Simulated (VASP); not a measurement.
# Settings for SnO₂: density of states

SnO₂, R-3m (no. 166), 3 atoms in the cell. AM05; PAW potentials Sn_d, O (PBE set). VASP 6.6.1.

Wanted: density of states by 0.5 eV bins within 4 %; centre of the states within 12 eV below the valence top within 0.01 eV.

What the run is for: density of states; Accuracy asked: tight; k mesh of the density: 8 × 8 × 8.

POSCAR:
```
SnO2
1.0
    1.6170930752      0.9336291223      4.8005925840
   -1.6170930752      0.9336291223      4.8005925840
    0.0000000000     -1.8672582446      4.8005925840
Sn O
1 2
Direct
    0.5000000000      0.5000000000      0.5000000000
    0.7628300000      0.7628300000      0.7628300000
    0.2371700000      0.2371700000      0.2371700000
```

The series start from Plane-wave cutoff (eV): 460; k-point mesh: 13 × 13 × 13; Energy points (NEDOS): 2001; Occupations for the DOS: ISMEAR=-5; Electronic threshold (eV): 1e-6; Precision mode (PREC): Accurate. Each series keeps the choices made before it, and each single choice may use up half of a tolerance. Times cover all steps of a run.

## Plane-wave cutoff (eV)

| Plane-wave cutoff (eV) | Density of states by 0.5 eV bins, largest deviation against the largest value | Centre of the states within 12 eV below the valence top (eV) | Time (s) |
|---|---|---|---|
| 320 | 2.3 % | -2.405 | 28 |
| 400 | 0.42 % | -2.391 | 45 |
| 460 | 0.1 % | -2.396 | 46 |
| 520 | 0.097 % | -2.394 | 58 |
| 640 (reference) | 0 % | -2.394 | 106 |

Chosen: 400, the loosest value from which every tighter one stays within half of the tolerance.

## k-point mesh

| k-point mesh | Density of states by 0.5 eV bins, largest deviation against the largest value | Centre of the states within 12 eV below the valence top (eV) | Time (s) |
|---|---|---|---|
| 6 × 6 × 6 | 5.2 % | -2.391 | 23 |
| 7 × 7 × 7 | 6.3 % | -2.388 | 24 |
| 9 × 9 × 9 | 3 % | -2.388 | 29 |
| 11 × 11 × 11 | 2.1 % | -2.393 | 35 |
| 13 × 13 × 13 | 1 % | -2.391 | 45 |
| 16 × 16 × 16 | 0.85 % | -2.393 | 62 |
| 20 × 20 × 20 | 0.27 % | -2.390 | 98 |
| 23 × 23 × 23 (reference) | 0 % | -2.391 | 128 |

Chosen: 13 × 13 × 13.

## Energy points (NEDOS)

| Energy points (NEDOS) | Density of states by 0.5 eV bins, largest deviation against the largest value | Centre of the states within 12 eV below the valence top (eV) | Time (s) |
|---|---|---|---|
| 301 | 11 % | -2.400 | 37 |
| 501 | 4.2 % | -2.382 | 35 |
| 1001 | 0.86 % | -2.389 | 37 |
| 2001 | 0.2 % | -2.391 | 45 |
| 4001 (reference) | 0 % | -2.391 | 36 |

Chosen: 1001.

## Occupations for the DOS

| Occupations for the DOS | Density of states by 0.5 eV bins, largest deviation against the largest value | Centre of the states within 12 eV below the valence top (eV) | Time (s) |
|---|---|---|---|
| ISMEAR=-5 | 0 % | -2.389 | 37 |
| ISMEAR=-4 | 0 % | -2.389 | 37 |
| ISMEAR=0 SIGMA=0.05 | 5.3 % | -2.395 | 39 |
| ISMEAR=0 SIGMA=0.1 | 8.4 % | -2.411 | 40 |
| ISMEAR=-15 SIGMA=0.025 | 0 % | -2.389 | 39 |

Chosen: ISMEAR=-5; no other choice that stays within half of the tolerance saves 30 % of the time.

## Electronic threshold (eV)

| Electronic threshold (eV) | Density of states by 0.5 eV bins, largest deviation against the largest value | Centre of the states within 12 eV below the valence top (eV) | Time (s) |
|---|---|---|---|
| 0.001 | 0.45 % | -2.391 | 30 |
| 0.0001 | 0.062 % | -2.389 | 34 |
| 1e-5 | 0.089 % | -2.390 | 37 |
| 1e-6 (reference) | 0 % | -2.389 | 37 |

Chosen: 0.001.

## Precision mode (PREC)

| Precision mode (PREC) | Density of states by 0.5 eV bins, largest deviation against the largest value | Centre of the states within 12 eV below the valence top (eV) | Time (s) |
|---|---|---|---|
| Normal | 0.055 % | -2.390 | 16 |
| Accurate (reference) | 0 % | -2.391 | 30 |

Chosen: Normal.

## All choices together

| Input | Density of states by 0.5 eV bins, largest deviation against the largest value | Centre of the states within 12 eV below the valence top (eV) | Time (s) |
|---|---|---|---|
| defaults for smearing, thresholds and mesh (naive) | 20 % | -2.433 | 22 |
| chosen settings | 1.2 % | -2.390 | 16 |
| reference settings throughout | 0 % | -2.394 | 284 |

The tolerance is met.

## The input

INCAR.step1:
```
SYSTEM = SnO2
GGA = AM
ISMEAR = 0
SIGMA = 0.03
LWAVE = .False.
LCHARG = .True.
NBANDS = 31
PREC = Normal
LASPH = .True.
LREAL = .False.
ALGO = Normal
EDIFF = 0.001
NELM = 120
GGA_COMPAT = .False.
ENCUT = 400
EFERMI = MIDGAP
KPAR = 8
```

INCAR.step2, as INCAR.step1 but for:
```
- ISMEAR = 0
- SIGMA = 0.03
- LCHARG = .True.
+ ISMEAR = -5
+ LCHARG = .False.
+ NEDOS = 1001
+ LORBIT = 11
+ EMIN = -12.7944
+ EMAX = 12.2056
+ ICHARG = 11
```

KPOINTS.step1:
```
k-points
0
Gamma
  8 8 8
```

KPOINTS.step2:
```
Automatic mesh
0
Gamma
  13 13 13
  0 0 0
```

Commands (each step's output is kept before the next begins):
```
cat potpaw_PBE.64/Sn_d/POTCAR potpaw_PBE.64/O/POTCAR > POTCAR
cp INCAR.step1 INCAR
cp KPOINTS.step1 KPOINTS
mpirun -np 8 vasp_std > vasp.out
cp INCAR.step2 INCAR
cp KPOINTS.step2 KPOINTS
mpirun -np 8 vasp_std > vasp.out
```

The chosen input took VASP 6.6.1 16 s on 8 cores (AMD EPYC 9R45 (Zen 5)), a shared host.

## An input that fails: broad smearing on a coarse energy grid

It runs to its end, but against the unchanged starting input it is off by 31 % in the density of states by 0.5 eV bins, 0.150 eV in the centre of the states within 12 eV below the valence top.

Changes against the starting input:
```
(step 2)
- ISMEAR = -5
- NELM = 120
- NEDOS = 2001
+ ISMEAR = 0
+ NELM = 77
+ NEDOS = 301
+ SIGMA = 0.5
```
